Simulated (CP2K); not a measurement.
Crystal: SnO2 (Cassiterite).

```
CELL_PARAMETERS angstrom
4.73800 0.00000 0.00000
0.00000 4.73800 0.00000
0.00000 0.00000 3.18650
ATOMIC_POSITIONS crystal
Sn 0.50000 0.50000 0.50000
Sn 0.00000 0.00000 0.00000
O 0.80710 0.19290 0.50000
O 0.69290 0.69290 0.00000
O 0.19290 0.80710 0.50000
O 0.30710 0.30710 0.00000
```

Program: CP2K 2026.2. Alike in all runs: task band structure; no spin polarisation; cell as given; k mesh 6 × 6 × 8.

Problem. Order these runs on this cell by their pressure, lowest first.
A. level r2SCAN; potentials or basis POTENTIAL_UZH Sn GTH-SCAN-q4, O GTH-SCAN-q6; TZVP-MOLOPT-SCAN-GTH basis; smearing fermi-dirac 0.01 eV; EPS_DEFAULT 1.0E-9; NGRIDS 5; points a segment of the path (NPOINTS) 10; bands added on the path 4; CUTOFF of the grids 850 Ry
B. level LDA; potentials or basis GTH_POTENTIALS Sn GTH-PADE-q4, O GTH-PADE-q6; TZVP-MOLOPT-PBE-GTH basis; smearing fermi-dirac 0.01 eV; EPS_DEFAULT 1.0E-9; NGRIDS 5; points a segment of the path (NPOINTS) 8; bands added on the path 4; CUTOFF of the grids 600 Ry
C. level PBEsol; potentials or basis POTENTIAL_UZH Sn GTH-PBE-q4, O GTH-PBE-q6; TZVP-MOLOPT-PBE-GTH basis; smearing fermi-dirac 0.05 eV; EPS_DEFAULT 1.0E-10; NGRIDS 4; points a segment of the path (NPOINTS) 10; bands added on the path 2; CUTOFF of the grids 600 Ry

Solution. A (-15.1 GPa), B (-2.8 GPa), C (12.8 GPa).

Caveats: the basis of atomic orbitals isn't converged, which shifts pressures, moduli and gaps; the potentials were made for another functional, which shifts forces and pressure (some runs); so large a pressure means that the cell lies far from this level's equilibrium, or that cutoff or potentials fall short (some runs).
